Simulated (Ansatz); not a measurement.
# Residual resistivity of an alloy: Os(0001) with 2 layers of random Os-Nb, 2x2, part 2 of 2

Wanted: resistance against the alloy's length, first Os(0001) with 2 layers of random Os-Nb, 2x2.

Ansatz 0.2.0; Ansatz plane-wave DFT, PBE, PAW files; ballistic transport by layer matching (Landauer), zero bias; PAW set soft_1.

So far. Step 3 (With 6 alloy layers): Over the solved energies the transmission per spin lies between 2.80 and 2.81, out of 4.53 channels of the lead on average (up to 4.55).

## Step 4: With 10 alloy layers

In 10 layers a share of 0.125 of the sites is given to Nb at random. A fresh draw is used; the growth of the resistance with length is what counts.

System of this step: Os(0001) with 10 layers of random Os-Nb, 2x2. The cell holds 80 atoms: 75 Os and 5 Nb. Cell: a = 5.468 Å, b = 5.468 Å, c = 43.197 Å, α = 90.0°, β = 90.0°, γ = 120.0°. It derives from Os. Regions: lead, 40 atoms (40 Os); scattering region, 40 atoms (35 Os and 5 Nb). The structure is stacked along c, and the current runs across the ab planes.

The input, input.yaml:

```yaml
crystal:
  lattice:
    - [5.4682, 0.0, 0.0]
    - [-2.7341, 4.735600113, 0.0]
    - [0.0, 0.0, 43.197]
  atoms:
    - { symbol: Os, position: [0.1666666667, 0.3333333333, 0.025] }
    - { symbol: Os, position: [0.1666666667, 0.8333333333, 0.025] }
    - { symbol: Os, position: [0.6666666667, 0.3333333333, 0.025] }
    - { symbol: Os, position: [0.6666666667, 0.8333333333, 0.025] }
    - { symbol: Os, position: [0.3333333333, 0.1666666667, 0.075] }
    - { symbol: Os, position: [0.3333333333, 0.6666666667, 0.075] }
    - { symbol: Os, position: [0.8333333333, 0.1666666667, 0.075] }
    - { symbol: Os, position: [0.8333333333, 0.6666666667, 0.075] }
    - { symbol: Os, position: [0.1666666667, 0.3333333333, 0.125] }
    - { symbol: Os, position: [0.1666666667, 0.8333333333, 0.125] }
    - { symbol: Os, position: [0.6666666667, 0.3333333333, 0.125] }
    - { symbol: Os, position: [0.6666666667, 0.8333333333, 0.125] }
    - { symbol: Os, position: [0.3333333333, 0.1666666667, 0.175] }
    - { symbol: Os, position: [0.3333333333, 0.6666666667, 0.175] }
    - { symbol: Os, position: [0.8333333333, 0.1666666667, 0.175] }
    - { symbol: Os, position: [0.8333333333, 0.6666666667, 0.175] }
    - { symbol: Os, position: [0.1666666667, 0.3333333333, 0.225] }
    - { symbol: Os, position: [0.1666666667, 0.8333333333, 0.225] }
    - { symbol: Os, position: [0.6666666667, 0.3333333333, 0.225] }
    - { symbol: Os, position: [0.6666666667, 0.8333333333, 0.225] }
    - { symbol: Os, position: [0.3333333333, 0.1666666667, 0.275] }
    - { symbol: Os, position: [0.3333333333, 0.6666666667, 0.275] }
    - { symbol: Os, position: [0.8333333333, 0.1666666667, 0.275] }
    - { symbol: Os, position: [0.8333333333, 0.6666666667, 0.275] }
    - { symbol: Os, position: [0.1666666667, 0.3333333333, 0.325] }
    - { symbol: Os, position: [0.1666666667, 0.8333333333, 0.325] }
    - { symbol: Os, position: [0.6666666667, 0.3333333333, 0.325] }
    - { symbol: Os, position: [0.6666666667, 0.8333333333, 0.325] }
    - { symbol: Os, position: [0.3333333333, 0.1666666667, 0.375] }
    - { symbol: Os, position: [0.3333333333, 0.6666666667, 0.375] }
    - { symbol: Os, position: [0.8333333333, 0.1666666667, 0.375] }
    - { symbol: Os, position: [0.8333333333, 0.6666666667, 0.375] }
    - { symbol: Os, position: [0.1666666667, 0.3333333333, 0.425] }
    - { symbol: Os, position: [0.1666666667, 0.8333333333, 0.425] }
    - { symbol: Os, position: [0.6666666667, 0.3333333333, 0.425] }
    - { symbol: Os, position: [0.6666666667, 0.8333333333, 0.425] }
    - { symbol: Os, position: [0.3333333333, 0.1666666667, 0.475] }
    - { symbol: Os, position: [0.3333333333, 0.6666666667, 0.475] }
    - { symbol: Os, position: [0.8333333333, 0.1666666667, 0.475] }
    - { symbol: Nb, position: [0.8333333333, 0.6666666667, 0.475] }
    - { symbol: Os, position: [0.1666666667, 0.3333333333, 0.525] }
    - { symbol: Os, position: [0.1666666667, 0.8333333333, 0.525] }
    - { symbol: Os, position: [0.6666666667, 0.3333333333, 0.525] }
    - { symbol: Os, position: [0.6666666667, 0.8333333333, 0.525] }
    - { symbol: Os, position: [0.3333333333, 0.1666666667, 0.575] }
    - { symbol: Nb, position: [0.3333333333, 0.6666666667, 0.575] }
    - { symbol: Os, position: [0.8333333333, 0.1666666667, 0.575] }
    - { symbol: Os, position: [0.8333333333, 0.6666666667, 0.575] }
    - { symbol: Os, position: [0.1666666667, 0.3333333333, 0.625] }
    - { symbol: Os, position: [0.1666666667, 0.8333333333, 0.625] }
    - { symbol: Nb, position: [0.6666666667, 0.3333333333, 0.625] }
    - { symbol: Nb, position: [0.6666666667, 0.8333333333, 0.625] }
    - { symbol: Nb, position: [0.3333333333, 0.1666666667, 0.675] }
    - { symbol: Os, position: [0.3333333333, 0.6666666667, 0.675] }
    - { symbol: Os, position: [0.8333333333, 0.1666666667, 0.675] }
    - { symbol: Os, position: [0.8333333333, 0.6666666667, 0.675] }
    - { symbol: Os, position: [0.1666666667, 0.3333333333, 0.725] }
    - { symbol: Os, position: [0.1666666667, 0.8333333333, 0.725] }
    - { symbol: Os, position: [0.6666666667, 0.3333333333, 0.725] }
    - { symbol: Os, position: [0.6666666667, 0.8333333333, 0.725] }
    - { symbol: Os, position: [0.3333333333, 0.1666666667, 0.775] }
    - { symbol: Os, position: [0.3333333333, 0.6666666667, 0.775] }
    - { symbol: Os, position: [0.8333333333, 0.1666666667, 0.775] }
    - { symbol: Os, position: [0.8333333333, 0.6666666667, 0.775] }
    - { symbol: Os, position: [0.1666666667, 0.3333333333, 0.825] }
    - { symbol: Os, position: [0.1666666667, 0.8333333333, 0.825] }
    - { symbol: Os, position: [0.6666666667, 0.3333333333, 0.825] }
    - { symbol: Os, position: [0.6666666667, 0.8333333333, 0.825] }
    - { symbol: Os, position: [0.3333333333, 0.1666666667, 0.875] }
    - { symbol: Os, position: [0.3333333333, 0.6666666667, 0.875] }
    - { symbol: Os, position: [0.8333333333, 0.1666666667, 0.875] }
    - { symbol: Os, position: [0.8333333333, 0.6666666667, 0.875] }
    - { symbol: Os, position: [0.1666666667, 0.3333333333, 0.925] }
    - { symbol: Os, position: [0.1666666667, 0.8333333333, 0.925] }
    - { symbol: Os, position: [0.6666666667, 0.3333333333, 0.925] }
    - { symbol: Os, position: [0.6666666667, 0.8333333333, 0.925] }
    - { symbol: Os, position: [0.3333333333, 0.1666666667, 0.975] }
    - { symbol: Os, position: [0.3333333333, 0.6666666667, 0.975] }
    - { symbol: Os, position: [0.8333333333, 0.1666666667, 0.975] }
    - { symbol: Os, position: [0.8333333333, 0.6666666667, 0.975] }
kpoints:
  mp_grid: { grid: [5, 5, 1] }
hamiltonian:
  xc: pbe
  pseudopotentials: { kind: paw, azcp: { folder: soft_1 } }
scf:
  occupations: { method: fermi_dirac, width: 0.1 }
output:
  transmission:
    leads: [[0, 8]]
    kmesh: [10, 10]
    e_range: [-0.05, 0.05]
    de: 0.05
  write_potential: true
  write_density: true
  volumetric_format: npy
```

Command:

```console
$ ansatz run input.yaml --threads 4 --pin off --max-ram 15360MiB --backend cpu --events-out ev --progress --plain --runs-dir out
```

Numbers of over 12 decimals in the logs are rounded to 6 here.

The program printed:

```text
[...]
Crystal: 80 atoms, lattice volume = 1118.595 Å³
Basis set: ecut = 420 eV, 21739 PW (Γ)
Bands: 759, of which v1, the nominal top of the filled ones, is band 633 counted from 1 (632 counted from 0)
Symmetry: 1 space group operations
[...]
k-points: 13 of 25 (time reversal used)
[...]
SCF iter   1: F=—  HF=-876736.515014 eV  |F-HF|=—  |Δ(HF+E_count)|=         —  Δρ=8.23e-2  dr2=1.77e3  ethr=3.10e-3  ⟨swp⟩=5.0  Hψ=31017  notcnv=0  defer=30
[...]
SCF iter  10: F=-876705.013485 eV  HF=-876705.013485 eV  |F-HF|=9.57e-8  |Δ(HF+E_count)|=   3.26e-8  Δρ=6.65e-7  dr2=9.84e-8  ethr=7.91e-12  ⟨swp⟩=8.0  Hψ=27435  notcnv=0
SCF 1 converged in 10 iterations: F = -876705.013485 eV  dr2 = 9.84e-8
[...]
transmission: 412 of 4108 steps passed
transmission: 822 of 4108 steps passed
[...]
transmission: 4108 of 4108 steps passed
SCF converged after 10 iterations
Free energy (F): -876705.013485 eV
[...]
Internal energy: -876703.204274 eV  (E = F + TS)
E sigma→0 (E₀):  -876704.108880 eV
Entropy (-TS):   -1.809211 eV (-22.615 meV/atom)
Fermi energy:    25.864941 eV
[...]
--- Band table (eV; the first three rows and the last of 13) ---
  k-point 0: bands = [... 629 lower, 26.5642, 26.5741, 26.6555, 26.7005, 26.7567, 26.7744, 26.7950, 26.8416, ... 122 higher]
  k-point 1: bands = [... 629 lower, 26.1040, 26.1187, 26.2049, 26.2269, 26.3048, 26.3403, 26.4289, 26.4673, ... 122 higher]
  k-point 2: bands = [... 629 lower, 25.6437, 25.6552, 25.6751, 25.6938, 25.7225, 25.8346, 25.8594, 25.8720, ... 122 higher]
  k-point 12: bands = [... 629 lower, 25.7444, 25.7784, 25.8387, 25.8483, 25.8772, 25.8969, 25.9600, 26.0035, ... 122 higher]
--- Transmission ---
  basis      : 223 plane waves across, 79 finite elements along
  points     : 52, standing for a mesh of 10 x 10
[...]
channels       : 4.510000e0 a spin
[...]
junction   : crystal 0 to crystal 0, 3.62 to 42.50 Å
    transmission   : 2.111453e0 a spin
[...]
```

It took 28 min on 4 threads of Arm Neoverse V1, shared host; peak memory 8.6 GiB.

Numbers from this step:

```yaml
free_energy: -876705.0135 eV
energy_at_zero_smearing: -876704.1089 eV
fermi_energy: 25.86 eV
transmission_per_spin_nearest_the_fermi_level: 2.111
open_channels_per_spin_nearest_the_fermi_level: 4.51
step_of_the_lead_s_potential: 3.2 meV
```

Per spin. Table of transmission, zone mean by energy, zero at the Fermi level:

| energy (eV) | transmission, zone mean |
| --- | --- |
| -0.0500 | 2.14 |
| 0.0000 | 2.11 |
| 0.0500 | 2.16 |

Over the solved energies the transmission per spin lies between 2.11 and 2.16, out of 4.52 channels of the lead on average (up to 4.55).

## Step 5: Resistance against length

This step: Ansatz plane-wave DFT, PBE, PAW files; ballistic transport by layer matching (Landauer), zero bias; residual resistivity from the slope of the area resistance, atoms on the host's lattice; PAW set soft_1 (Ansatz 0.2.0).

This step gave:

```yaml
resistivity: 37.56 µΩ cm
intercept: -0.002216 fΩ m²
scatter_about_the_fit: 0.02075 fΩ m²
```

Resistance, by row:

| run | length (Å) | T | channels N | RA (fΩ m²) |
| --- | --- | --- | --- | --- |
| n2 | 4.32 | 3.708 | 4.6 | 0.1747 |
| n6 | 12.96 | 2.803 | 4.533 | 0.4552 |
| n10 | 21.6 | 2.138 | 4.52 | 0.8237 |

The area resistance by length of the alloy:

| length of the alloy (Å) | area resistance (fΩ m²) |
| --- | --- |
| 4.32 | 0.175 |
| 12.96 | 0.455 |
| 21.60 | 0.824 |

The area resistance goes from 0.17 to 0.82 fΩ m² between 4.3 and 21.6 Å, a slope of 38 µΩ cm.

By hand from the end points: (0.8237 − 0.1747) fΩ m² / (21.60 − 4.32) Å = 38 µΩ cm, since 1 fΩ m² per Å is 1000 µΩ cm.

## Step 6: Results

```yaml
resistivity_from_the_slope: 37.6 µΩ cm
area_resistance_over_4p32_a: 0.175 fΩ m²
area_resistance_over_13p0_a: 0.455 fΩ m²
area_resistance_over_21p6_a: 0.824 fΩ m²
```

The slope gives 38 µΩ cm. The points scatter by 0.021 fΩ m² about the line, with one random draw a length in a 2x2 cell, so the slope is a rough value. The lead's own channel count moves between the runs (4.6, 4.53 and 4.52), which shifts RA and the slope too. Read with a model of isotropic scattering on a spherical Fermi surface and the lead's 1.4×10¹⁵ S/m², this slope means a mean free path near 15 Å; over these lengths the model's slope is 1.03 times its bulk resistivity, which would be 36 µΩ cm. The draw over the shortest length came out nearly ordered, with 12 symmetry operations, so that point is a poor sample of a random alloy. The atoms sit on the host's lattice, so scattering by size misfit is left out. Spin-orbit coupling is left out, which matters for Os.

[Logs are printed without paths, hosts, clocks, repeated set-up lines and the standing remarks that a program may print on its own settings, such as how far it seeks lower states.]

[Hosts, paths, dates, database ids (printed as entryN), source tags and the programs' standing remarks are cut or masked in the printed files.]
